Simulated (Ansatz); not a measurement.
The system is Bi2Te3 (Tellurobismuthite).

```
CELL_PARAMETERS angstrom
2.19300 1.26613 10.16567
-2.19300 1.26613 10.16567
0.00000 -2.53226 10.16567
ATOMIC_POSITIONS crystal
Bi 0.60000 0.60000 0.60000
Bi 0.40000 0.40000 0.40000
Te 0.79050 0.79050 0.79050
Te 0.20950 0.20950 0.20950
Te 0.00000 0.00000 0.00000
```

Base run:

* Program: Ansatz 0.2.0
* Functional: BLYP
* Potentials or basis: Ansatz PAW
* Cutoff: 420 eV (not typed: the program's choice for these potentials)
* k mesh: 7 × 7 × 7
* Occupations: fermi-dirac, width 0.05 eV
* Spin: no spin polarisation

Its results: band gap on the k mesh 0.33 eV, direct; pressure 5.4 GPa; largest force 0.060 eV/Å.

Q: After a change of settings the same cell gave: band gap on the k mesh 0.33 eV, direct; pressure 2.9 GPa; largest force 0.038 eV/Å. Which change was it?
A. functional from BLYP to PBEsol
B. functional from BLYP to revPBE
C. functional from BLYP to LDA
D. functional from BLYP to r2SCAN; cutoff from 420 eV (not typed: the program's choice for these potentials) to 500 eV (not typed: the program's choice for these potentials)

A: B.

Caveats: spin-orbit coupling is left out, which as a rule narrows the gap of such compounds by several tenths of an eV; the PAW data sets come from PBE, with cores solved anew for the run's functional, which leaves a small shift of forces and pressure.

Runs at the PBE level aren't shown here.
